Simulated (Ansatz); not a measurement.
# BaTiO3: random displacements

These are results of DFT PBE, scalar-relativistic, plane waves, PAW in Ansatz 0.2.0, not measurements. Cutoff 420 eV, Γ-centred 6×6×6 k-points, Gaussian smearing of 0.05 eV. Spin–orbit coupling is left out, which matters for the heavy elements here. No spin polarisation. Energies are free energies at this smearing, counted from the undisturbed cell; pressure is positive in compression.

Reference structure (relaxed at this level; it needn't be the usual structure):

```xyz
5
Lattice="2.8631 1.6530 2.3563 -2.8631 1.6530 2.3563 0.0000 -3.3060 2.3563" Properties=species:S:1:pos:R:3 pbc="T T T"
Ba    0.0000    0.0000    0.0350
Ti    0.0000    0.0000    3.6701
O     0.0000   -1.6179    4.6055
O    -1.4011    0.8089    4.6055
O     1.4011    0.8089    4.6055
```

The atoms are displaced (Å, in the unstrained cell):

```tsv
atom	ux	uy	uz
Ba1	-0.247	-0.190	0.024
Ti2	-0.054	0.084	0.303
O3	0.559	0.201	0.033
O4	0.052	-0.172	0.091
O5	-0.311	0.077	-0.450
```

Strain (Voigt, engineering shear): (-0.0127, 0.0187, -0.0088, 0.0123, 0.0234, -0.0223).

What are the energy change, the stress and the forces?

ΔE = 1622.2 meV/atom; stress (xx, yy, zz, yz, xz, xy; compression positive) (105.63, 56.27, 41.50, 3.12, -8.11, 18.52) GPa; gap on the mesh 3.66 eV.
```csv
atom,Fx (eV/Å),Fy,Fz
Ba1,4.92,0.87,-0.21
Ti2,-9.93,-16.77,-12.48
O3,-4.89,-1.91,0.40
O4,-8.83,4.55,4.21
O5,18.73,13.27,8.08
```

Cost: 1 run of about 0.3 core-minutes, on Arm Neoverse V2 (shared hosts).